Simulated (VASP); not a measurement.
# SiO2 (P4_2/mnm) in VASP: further runs

Runs on SiO2. Level: LDA. Tasks: relaxation of cell and atoms.

Everything below comes from runs of VASP 6.6.1. Logs are shortened: lines on timing, memory, paths and dates and some standing lists are left out, and cuts for length are marked.

## Step 1: Starting point

Symmetry: P4_2/mnm, No. 136, tetragonal system. The conventional cell has a = 4.177 Å, b = 4.177 Å, c = 2.666 Å, α = 90.00°, β = 90.00°, γ = 90.00°. O (site symmetry m2m) is surrounded by 3 Si at 1.76 to 1.81 Å. Si (site symmetry mmm) has 6 O at 1.76 to 1.81 Å as nearest neighbours.

The cell comes from a database or a generator and needn't be the stable form of this composition.

## Step 2: Relaxation of cell and atoms, LDA

The input, INCAR:

```
PREC     = Accurate       # precision mode
ENCUT    = 600            # plane-wave cutoff, eV
EDIFF    = 1E-7           # SCF threshold, eV
ISMEAR   = -1             # smearing method
SIGMA    = 0.05           # smearing width, eV
LREAL    = F              # projectors in reciprocal space
LASPH    = T              # aspherical terms in the spheres
NELM     = 80             # most SCF steps
ALGO     = Normal         # electronic algorithm
ISIF     = 3              # what is computed and relaxed
LWAVE    = F              # write WAVECAR
LCHARG   = F              # write CHGCAR
GGA      = CA             # functional
IBRION   = 2              # ionic algorithm
NSW      = 60             # ionic steps
EDIFFG   = -0.005         # ionic threshold
PSTRESS  = 0
```

The input, KPOINTS:

```
Automatic mesh
0
Gamma
  7 7 10
```

The input, POSCAR:

```
SiO2
1.0
    4.1773000000      0.0000000000      0.0000000000
    0.0000000000      4.1773000000      0.0000000000
    0.0000000000      0.0000000000      2.6655000000
O Si
4 2
Direct
    0.3061000000      0.3061000000      0.0000000000
    0.6939000000      0.6939000000      0.0000000000
    0.1939000000      0.8061000000      0.5000000000
    0.8061000000      0.1939000000      0.5000000000
    0.0000000000      0.0000000000      0.0000000000
    0.5000000000      0.5000000000      0.5000000000
```

Potentials or basis: VASP PAW LDA potentials, release 64 (O, Si).

The run is started by

```bash
$ cat potpaw_LDA.64/O/POTCAR potpaw_LDA.64/Si/POTCAR > POTCAR
$ mpirun -np 1 vasp_std > vasp.out
```

OUTCAR:

```text
PREC = Accurate
   ENCUT = 600
   EDIFF = 1E-7
   ISMEAR = -1
   LREAL = F
   LASPH = T
   NELM = 80
   ISIF = 3
   GGA = CA
   IBRION = 2
   NSW = 60
   EDIFFG = -0.005
   PSTRESS = 0

 ion  position               nearest neighbor table
   1  0.306  0.306  0.000-   6 1.76   6 1.76   5 1.81
   2  0.694  0.694  0.000-   6 1.76   6 1.76   5 1.81
   3  0.194  0.806  0.500-   5 1.76   5 1.76   6 1.81
   4  0.806  0.194  0.500-   5 1.76   5 1.76   6 1.81
   5  0.000  0.000  0.000-   3 1.76   4 1.76   3 1.76   4 1.76   1 1.81   2 1.81
   6  0.500  0.500  0.500-   1 1.76   2 1.76   1 1.76   2 1.76   3 1.81   4 1.81

  LATTYP: Found a simple tetragonal cell.
 ALAT       =     4.1773000000
 C/A-ratio  =     0.6380915903

  Lattice vectors:

 A1 = (   4.1773000000,   0.0000000000,   0.0000000000)
 A2 = (   0.0000000000,   4.1773000000,   0.0000000000)
 A3 = (   0.0000000000,   0.0000000000,   2.6655000000)

Analysis of symmetry for initial positions (statically):
=====================================================================
 Subroutine PRICEL returns:
 Original cell was already a primitive cell.

 Routine SETGRP: Setting up the symmetry group for a
 simple tetragonal supercell.

 Subroutine GETGRP returns: Found 16 space group operations
 (whereof  8 operations were pure point group operations)
 out of a pool of 16 trial point group operations.

The static configuration has the point symmetry D_2h.
 The point group associated with its full space group is D_4h.

Analysis of symmetry for dynamics (positions and initial velocities):
=====================================================================
 Subroutine PRICEL returns:
 Original cell was already a primitive cell.

 Routine SETGRP: Setting up the symmetry group for a
 simple tetragonal supercell.

 Subroutine GETGRP returns: Found 16 space group operations
 (whereof  8 operations were pure point group operations)
 out of a pool of 16 trial point group operations.

The dynamic configuration has the point symmetry D_2h.
 The point group associated with its full space group is D_4h.

 Subroutine INISYM returns: Found 16 space group operations
 (whereof  8 operations are pure point group operations),
 and found     1 'primitive' translations

----------------------------------------------------------------------------------------

                                     Primitive cell

  volume of cell :      46.5125

  direct lattice vectors                    reciprocal lattice vectors
     4.177300000  0.000000000  0.000000000     0.239389079  0.000000000  0.000000000
     0.000000000  4.177300000  0.000000000     0.000000000  0.239389079  0.000000000
     0.000000000  0.000000000  2.665500000     0.000000000  0.000000000  0.375164134

  length of vectors
     4.177300000  4.177300000  2.665500000     0.239389079  0.239389079  0.375164134

  position of ions in fractional coordinates (direct lattice)
     0.306100000  0.306100000  0.000000000
     0.693900000  0.693900000  0.000000000
     0.193900000  0.806100000  0.500000000
     0.806100000  0.193900000  0.500000000
     0.000000000  0.000000000  0.000000000
     0.500000000  0.500000000  0.500000000

  ion indices of the primitive-cell ions
   primitive index   ion index
                 1           1
                 2           2
                 3           3
                 4           4
                 5           5
                 6           6

----------------------------------------------------------------------------------------

 KPOINTS: Automatic mesh

Automatic generation of k-mesh.
 Grid dimensions read from file:
 generate k-points for:    7    7   10

 Generating k-lattice:

  Cartesian coordinates                     Fractional coordinates (reciprocal lattice)
     0.034198440  0.000000000  0.000000000     0.142857143  0.000000000  0.000000000
     0.000000000  0.034198440  0.000000000     0.000000000  0.142857143  0.000000000
     0.000000000  0.000000000  0.037516413     0.000000000  0.000000000  0.100000000

  Length of vectors
     0.034198440  0.034198440  0.037516413

  Shift w.r.t. Gamma in fractional coordinates (k-lattice)
     0.000000000  0.000000000  0.000000000

 Subroutine IBZKPT returns following result:
 ===========================================

 Found     60 irreducible k-points:

 Following reciprocal coordinates:
            Coordinates               Weight
  0.000000  0.000000  0.000000      1.000000
  0.142857  0.000000  0.000000      4.000000
  0.285714  0.000000  0.000000      4.000000
  0.428571  0.000000  0.000000      4.000000
  0.142857  0.142857  0.000000      4.000000
  0.285714  0.142857  0.000000      8.000000
[... 16 lines left out ...]
  0.285714  0.000000  0.200000      8.000000
  0.428571  0.000000  0.200000      8.000000
 [... further k-points ...]
   k-points           NKPTS =     60   k-points in BZ     NKDIM =     60   number of bands    NBANDS=     20
   number of dos      NEDOS =    301   number of ions     NIONS =      6
   total plane-waves  NPLWV =  31104
   dimension x,y,z NGX =    36 NGY =   36 NGZ =   24
   dimension x,y,z NGXF=    72 NGYF=   72 NGZF=   48
   ions per type =               4   2
   NGX,Y,Z   is equivalent  to a cutoff of  14.33, 14.33, 14.97 a.u.
   NGXF,Y,Z  is equivalent  to a cutoff of  28.65, 28.65, 29.94 a.u.
 SYSTEM =  unknown system
   PREC   = accura    normal or accurate (medium, high low for compatibility)
   ISTART =      0    job   : 0-new  1-cont  2-samecut
   ICHARG =      2    charge: 1-file 2-atom 10-const
   ISPIN  =      1    spin polarized calculation?
   LNONCOLLINEAR =      F non collinear calculations
   LSORBIT =      F    spin-orbit coupling
   LASPH  =      T    aspherical Exc in radial PAW
   ENCUT  =  600.0 eV  44.10 Ry    6.64 a.u.   8.34  8.34  5.32*2*pi/ulx,y,z
   NELM   =     80;   NELMIN=  2; NELMDL= -5     # of ELM steps
   EDIFF  = 0.1E-06   stopping-criterion for ELM
   LREAL  =      F    real-space projection
   EDIFFG = -.5E-02   stopping-criterion for IOM
   NSW    =     60    number of steps for IOM
   IBRION =      2    ionic relax: 0-MD 1-quasi-New 2-CG
   NFREE  =      1    steps in history (QN), initial steepest desc. (CG)
   ISIF   =      3    stress and relaxation
   ISYM   =      2    0-nonsym 1-usesym 2-fastsym
   POTIM  = 0.5000    time-step for ionic-motion
   TEBEG  =    0.0;   TEEND  =   0.0 temperature during run
   PSTRESS=    0.0 pullay stress
   NELECT =      32.0000    total number of electrons
   NUPDOWN=      -1.0000    fix difference up-down
   EMIN   =  10.00;   EMAX   =-10.00  energy-range for DOS
   EFERMI =   0.00;   METHOD = LEGACY
   ISMEAR =    -1;   SIGMA  =   0.05  broadening in eV -4-tet -1-fermi 0-gaus
   EFERMI_NEDOS =   21; number of points for ismear=-14 and -15
   IALGO  =     38    algorithm
   IMIX   =      4    mixing-type and parameters
     AMIX     =   0.40;   BMIX     =  1.00
     AMIX_MAG =   1.60;   BMIX_MAG =  1.00
  volume/ion in A,a.u.               =       7.75        52.31
  Fermi-wavevector in a.u.,A,eV,Ry     =   1.445223  2.731075 28.418068  2.088669
  Thomas-Fermi vector in A             =   2.563429
   LORBIT       =      0    0 simple, 1 ext, 2 COOP (PROOUT), +10 PAW based schemes
   GGA     = CA    functional components
   LHFCALC =     F    Hartree Fock is set to
   AEXX    =    0.0000 exact exchange contribution
   IVDW    =     0    specifies the selected vdW correction
   LEPSILON=     F    determine dielectric tensor
   LRPA    =     F    only Hartree local field effects (RPA)
 conjugate gradient relaxation of ions
 non-spin polarized calculation
  energy-cutoff  :      600.00
  volume of cell :       46.51
 maximum number of plane-waves:      1575
 NGX is ok and might be reduce to    36
   NGX = 17   NGY = 17   NGZ = 11

--------------------------------------- Ionic step        1  -------------------------------------------

 number of electron      32.0000002 magnetization

 Free energy of the ion-electron system (eV)
  ---------------------------------------------------
  ext. energy  EPLUGINS =         0.00000000
  ---------------------------------------------------
  free energy    TOTEN  =       -51.98330437 eV

  energy without entropy =      -51.98330437  energy(sigma->0) =      -51.98330437

------------------------ aborting loop because EDIFF is reached ----------------------------------------

  FORCE on cell =-STRESS in cart. coord.  units (eV):
  Direction    XX          YY          ZZ          XY          YZ          ZX
  --------------------------------------------------------------------------------------
  -------------------------------------------------------------------------------------
  Total       -1.0091544     -1.0091544     -0.5634829      0.0000000      0.0000000      0.0000000
  in kB      -34.7614737    -34.7614737    -19.4098116      0.0000000      0.0000000      0.0000000
  external PRESSURE =     -29.6442530 kB  Pullay stress =       0.0000000 kB
[... 225 lines left out ...]
  energy  without entropy=      -51.9892110759  energy(sigma->0) =      -51.98921108

--------------------------------------- Ionic step        7  -------------------------------------------

 number of electron      31.9999996 magnetization

 Free energy of the ion-electron system (eV)
  ---------------------------------------------------
  ext. energy  EPLUGINS =         0.00000000
  ---------------------------------------------------
  free energy    TOTEN  =       -51.98921479 eV

  energy without entropy =      -51.98921479  energy(sigma->0) =      -51.98921479

 E-fermi :   9.2906     XC(G=0): -12.7968

 val. band max:        8.2801145754   @ k =   0.0000   0.0000   0.0000
 cond. band min:      14.0604895507   @ k =   0.0000   0.0000   0.0000
 fundamental gap:      5.7803749753
 Fermi energy:         9.2906004032

 k-point     1 :       0.0000    0.0000    0.0000
  band No.  band energies     occupation
      1     -14.2639      2.00000
      2     -10.4520      2.00000
      3     -10.4520      2.00000
      4     -10.1703      2.00000
      5      -2.7532      2.00000
      6       1.6950      2.00000
[... 12 lines left out ...]
     19      16.6045      0.00000
[... 513 lines left out ...]
      4      -9.7134      2.00000
      5      -1.1838      2.00000
      6      -0.4041      2.00000
[... 12 lines left out ...]
     19      18.7178      0.00000
     20      18.8872      0.00000

 [... further k-points ...]
[... 5 lines left out ...]
  --------------------------------------------------------------------------------------
  -------------------------------------------------------------------------------------
  Total       -0.0041971     -0.0041971     -0.0028628      0.0000000      0.0000000      0.0000000
  in kB       -0.1461613     -0.1461613     -0.0996940      0.0000000      0.0000000      0.0000000
  external PRESSURE =      -0.1306722 kB  Pullay stress =       0.0000000 kB
[... 21 lines left out ...]
  FREE ENERGIE OF THE ION-ELECTRON SYSTEM (eV)
  ---------------------------------------------------
  free  energy   TOTEN  =       -51.9892147939 eV

  energy  without entropy=      -51.9892147939  energy(sigma->0) =      -51.98921479

 reached required accuracy - stopping structural energy minimisation
```

Wall time 100 s (1 thread of Intel Xeon Platinum 8488C (Sapphire Rapids), shared host); peak memory 0.18 GiB.

Results:

```yaml
Free_energy: -51.9892 eV
Relaxed_volume: 7.67 Å³/atom
Relaxed_cell: a = 4.154 Å, b = 4.154 Å, c = 2.666 Å, α = 90.00°, β = 90.00°, γ = 90.00°
Space_group_after_relaxing_to_0.05_Å: P4_2/mnm (No. 136)
Energy_gained_by_relaxing: 1.0 meV/atom
Ionic_steps: 7
Pressure_after_relaxing: 0.0 GPa
Band_gap_on_the_k_mesh: 5.78 eV, direct
```

Step by step:
```csv
step,energy change (eV),largest force (eV/Å),pressure (GPa),volume (Å³)
1,0.0000,0.0349,-2.96,46.51
2,0.0003,0.1403,3.72,45.55
3,-0.0048,0.0878,0.28,46.04
4,-0.0059,0.0229,0.03,46.00
5,-0.0059,0.0142,0.05,46.00
6,-0.0059,0.0049,-0.03,46.01
7,-0.0059,0.0000,-0.01,46.01
```

Final structure:
```xyz
6
Lattice="4.1542 0.0000 0.0000 0.0000 4.1542 0.0000 0.0000 0.0000 2.6660" Properties=species:S:1:pos:R:3 pbc="T T T"
O     1.2687    1.2687    0.0000
O     2.8855    2.8855    0.0000
O     0.8084    3.3458    1.3330
O     3.3458    0.8084    1.3330
Si    0.0000    0.0000    0.0000
Si    2.0771    2.0771    1.3330
```

Caveat: an odd mesh through Γ misses points on the zone boundary, where band edges often lie. A hybrid or GW would open this gap; LDA tends to underestimate it.

## Step 3: Relaxation of cell and atoms, LDA, target pressure 14 GPa, at which the enthalpy is minimised

INCAR, as its differences from that of step 2:

```diff
@@ -16,2 +16,2 @@
 EDIFFG   = -0.005         # ionic threshold
-PSTRESS  = 0
+PSTRESS  = 140
```

KPOINTS is that of step 2.

POSCAR is that of step 2.

Potentials or basis: VASP PAW LDA potentials, release 64 (O, Si).

The run is started by

```bash
$ cat potpaw_LDA.64/O/POTCAR potpaw_LDA.64/Si/POTCAR > POTCAR
$ mpirun -np 1 vasp_std > vasp.out
```

Wall time 2.5 min (1 thread of Intel Xeon Platinum 8488C (Sapphire Rapids), shared host); peak memory 0.18 GiB.

It converged, with:

```yaml
Free_energy: -51.9119 eV
Relaxed_volume: 7.36 Å³/atom
Relaxed_cell: a = 4.089 Å, b = 4.089 Å, c = 2.641 Å, α = 90.00°, β = 90.00°, γ = 90.00°
Space_group_after_relaxing_to_0.05_Å: P4_2/mnm (No. 136)
Energy_change_on_relaxing_the_enthalpy_is_what_falls: +11.9 meV/atom
Ionic_steps: 10
Pressure_after_relaxing: 14.0 GPa
Band_gap_on_the_k_mesh: 6.47 eV, direct
```

Forces in eV/Å, atoms in the order of the input:
```
O   -0.001 -0.001  0.000
O    0.001  0.001  0.000
O    0.001 -0.001  0.000
O   -0.001  0.001  0.000
Si   0.000  0.000  0.000
Si   0.000  0.000  0.000
```

Step by step:
```
step  energy change (eV)  largest force (eV/Å)  pressure (GPa)  volume (Å³)
   1              0.0000                0.0349           -2.96        46.51
   2              0.6419                0.9145           47.10        41.20
   3              0.0669                0.3599           13.78        44.36
   4              0.0705                0.3668           14.16        44.32
   5              0.0796                0.1580           14.35        44.09
   6              0.0744                0.0447           14.26        44.14
   7              0.0689                0.0040           13.71        44.19
   8              0.0697                0.0049           13.81        44.18
   9              0.0734                0.0103           14.20        44.14
  10              0.0714                0.0021           13.99        44.16
```

Final structure:
```
O Si
1.0
     4.08924    0.00000    0.00000
     0.00000    4.08924    0.00000
     0.00000    0.00000    2.64099
O Si
4 2
Direct
  0.30406 0.30406 0.00000
  0.69594 0.69594 0.00000
  0.19594 0.80406 0.50000
  0.80406 0.19594 0.50000
  0.00000 0.00000 0.00000
  0.50000 0.50000 0.50000
```

Levels at points of the mesh, in eV from the valence-band top:
| k point | band 12 | band 13 | band 14 | band 15 | band 16 | band 17 | band 18 | band 19 | band 20 |
| --- | --- | --- | --- | --- | --- | --- | --- | --- | --- |
| (0.00, 0.00, 0.00) | -3.39 | -2.57 | -0.94 | -0.94 | 0.00 | 6.47 | 6.48 | 8.54 | 8.54 |
| (0.00, 0.00, 0.50) | -4.97 | -3.51 | -3.51 | -2.90 | -2.90 | 9.59 | 9.59 | 12.86 | 12.86 |

Caveat: the cell is relaxed towards a set pressure, so the enthalpy falls and the energy may rise; an odd mesh through Γ misses points on the zone boundary, where band edges often lie.

## Step 4: Relaxation of cell and atoms, LDA, target pressure 40 GPa, at which the enthalpy is minimised

INCAR, as its differences from that of step 3:

```diff
@@ -16,2 +16,2 @@
 EDIFFG   = -0.005         # ionic threshold
-PSTRESS  = 140
+PSTRESS  = 400
```

KPOINTS is that of step 3.

POSCAR is that of step 3.

The run is started by

```bash
$ cat potpaw_LDA.64/O/POTCAR potpaw_LDA.64/Si/POTCAR > POTCAR
$ mpirun -np 1 vasp_std > vasp.out
```

It took 3.1 min on 1 thread of Intel Xeon Platinum 8488C (Sapphire Rapids), shared host; peak memory 0.18 GiB.

It converged, with:

| Quantity | Value |
| --- | --- |
| Free energy | -51.4850 eV |
| Relaxed volume | 6.93 Å³/atom |
| Relaxed cell | a = 3.999 Å, b = 3.999 Å, c = 2.599 Å, α = 90.00°, β = 90.00°, γ = 90.00° |
| Space group after relaxing (to 0.05 Å) | P4_2/mnm (No. 136) |
| Energy change on relaxing (the enthalpy is what falls) | +83.0 meV/atom |
| Ionic steps | 12 |
| Pressure after relaxing | 40.0 GPa |
| Largest force after relaxing | 0.004 eV/Å |
| Band gap on the k mesh | 6.57 eV, direct |

Forces on the atoms (eV/Å):
```
O    0.003  0.003  0.000
O   -0.003 -0.003  0.000
O   -0.003  0.003  0.000
O    0.003 -0.003  0.000
Si   0.000  0.000  0.000
Si   0.000  0.000  0.000
```

Step by step:
| step | energy change (eV) | largest force (eV/Å) | pressure (GPa) | volume (Å³) |
| --- | --- | --- | --- | --- |
| 1 | 0.0000 | 0.0349 | -2.96 | 46.51 |
| 2 | 5.6623 | 2.9732 | 193.19 | 33.87 |
| 3 | 0.4131 | 0.7827 | 36.44 | 42.11 |
| 4 | 0.4741 | 0.8338 | 39.41 | 41.86 |
| 5 | 0.4964 | 0.8517 | 40.48 | 41.77 |
| 6 | 0.5931 | 0.6871 | 42.32 | 41.28 |
| 7 | 0.5225 | 0.0553 | 41.16 | 41.48 |
| 8 | 0.4620 | 0.0115 | 38.25 | 41.71 |
| 9 | 0.4810 | 0.0261 | 39.21 | 41.63 |
| 10 | 0.5093 | 0.0430 | 40.58 | 41.52 |
| 11 | 0.4968 | 0.0129 | 39.98 | 41.57 |
| 12 | 0.4983 | 0.0041 | 40.01 | 41.56 |

Final structure:
```xyz
6
Lattice="3.9989 0.0000 0.0000 0.0000 3.9989 0.0000 0.0000 0.0000 2.5992" Properties=species:S:1:pos:R:3 pbc="T T T"
O     1.2099    1.2099    0.0000
O     2.7890    2.7890    2.5992
O     0.7896    3.2093    1.2996
O     3.2093    0.7896    1.2996
Si    0.0000    0.0000    0.0000
Si    1.9994    1.9994    1.2996
```

Levels at points of the mesh, in eV from the valence-band top:
```tsv
k point	band 14	band 15	band 16	band 17	band 18	band 19
(0.00, 0.00, 0.00)	-0.99	-0.99	0.00	6.57	7.58	8.92
(0.00, 0.00, 0.50)	-3.89	-3.11	-3.11	10.41	10.41	13.47
```

Caveat: the cell is relaxed towards a set pressure, so the enthalpy falls and the energy may rise; an odd mesh through Γ misses points on the zone boundary, where band edges often lie. A hybrid or GW would open this gap; LDA tends to underestimate it.

## Step 5: Overview

```tsv
cell	P gpa	target pressure	gap on the mesh (eV)	pressure (GPa)
relaxed	0	-	5.78	0.0
relaxed to 14 GPa	14	14 GPa	6.47	14.0
relaxed to 40 GPa	40	40 GPa	6.57	40.0
```

Alike in all rows: task relaxation of cell and atoms; level LDA; potentials or basis VASP PAW LDA potentials, release 64 (O, Si); no spin polarisation; k mesh 7 × 7 × 10; cutoff (eV) 600; smearing fermi-dirac 0.05 eV.

Caveats: an odd mesh through Γ misses points on the zone boundary, where band edges often lie; the cell is relaxed towards a set pressure, so the enthalpy falls and the energy may rise (some runs).

Total energies depend on the potentials used, so only differences within one code and one set of settings carry meaning.
